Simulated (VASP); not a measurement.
# Ru: relaxation of cell and atoms with SCAN+D4

Crystal: Ru.

```xyz
2
Lattice="2.7058 0.0000 0.0000 -1.3529 2.3433 0.0000 0.0000 0.0000 4.2819" Properties=species:S:1:pos:R:3 pbc="T T T"
Ru    1.3529    0.7811    3.2114
Ru    0.0000    1.5622    1.0705
```

```yaml
Program: VASP 6.6.1
Task: relaxation of cell and atoms
Functional: SCAN
Dispersion: D4
Potentials_or_basis: VASP PAW PBE potentials, release 64 (Ru_pv)
Cutoff: 600 eV
k_mesh: 11 × 11 × 6
Occupations: fermi-dirac, width 0.05 eV
Spin: no spin polarisation
Further_INCAR_settings: ALGO = Normal; EDIFF = 1e-07; IBRION = 2; EDIFFG = -0.005; NSW = 60; ISIF = 3
```

| Property | Result |
| --- | --- |
| Relaxed volume | 13.32 Å³/atom |
| Relaxed cell | a = 2.692 Å, b = 2.692 Å, c = 4.246 Å, α = 90.00°, β = 90.00°, γ = 120.00° |
| Space group after relaxing (to 0.05 Å) | P6_3/mmc (No. 194) |
| Energy gained by relaxing | 6.4 meV/atom |
| Ionic steps | 10 |
| Pressure after relaxing | 0.0 GPa |
| Band gap on the k mesh | none (metal or under the smearing width) |
| Dispersion energy per atom | -0.149 eV |

The path:
```csv
step,energy change (eV),largest force (eV/Å),pressure (GPa),volume (Å³)
1,0.0000,0.0000,-6.53,27.15
2,0.1053,0.0000,25.95,25.03
3,-0.0129,0.0000,0.51,26.60
4,-0.0128,0.0000,0.03,26.64
5,-0.0129,0.0000,0.17,26.63
6,-0.0129,0.0000,0.11,26.63
7,-0.0129,0.0000,0.14,26.63
8,-0.0129,0.0000,0.13,26.63
9,-0.0128,0.0000,-0.30,26.66
10,-0.0129,0.0000,0.00,26.64
```

Final structure:
```
CELL_PARAMETERS angstrom
2.69179 0.00000 0.00000
-1.34590 2.33116 0.00000
0.00000 0.00000 4.24551
ATOMIC_POSITIONS crystal
Ru 0.66667 0.33333 0.75000
Ru 0.33333 0.66667 0.25000
```

Levels at points of the mesh, in eV from the Fermi level:
| k point | band 11 | band 12 | band 13 | band 14 | band 15 | band 16 | band 17 | band 18 |
| --- | --- | --- | --- | --- | --- | --- | --- | --- |
| (0.00, 0.00, 0.00) | -2.50 | -1.99 | -1.99 | -1.47 | -1.47 | 1.27 | 1.39 | 1.39 |
| (0.00, 0.00, 0.50) | -2.92 | -2.92 | -2.90 | -2.90 | 0.68 | 0.68 | 0.68 | 0.68 |

Wall time 11 min on 1 thread of Intel(R) Xeon(R) Platinum 8488C (Sapphire Rapids) (shared host), peak memory 0.19 GiB.

Caveat: the PAW data sets were made with another functional, which shifts forces and pressure a little; pairwise dispersion overbinds metals, which lowers pressure and volume.
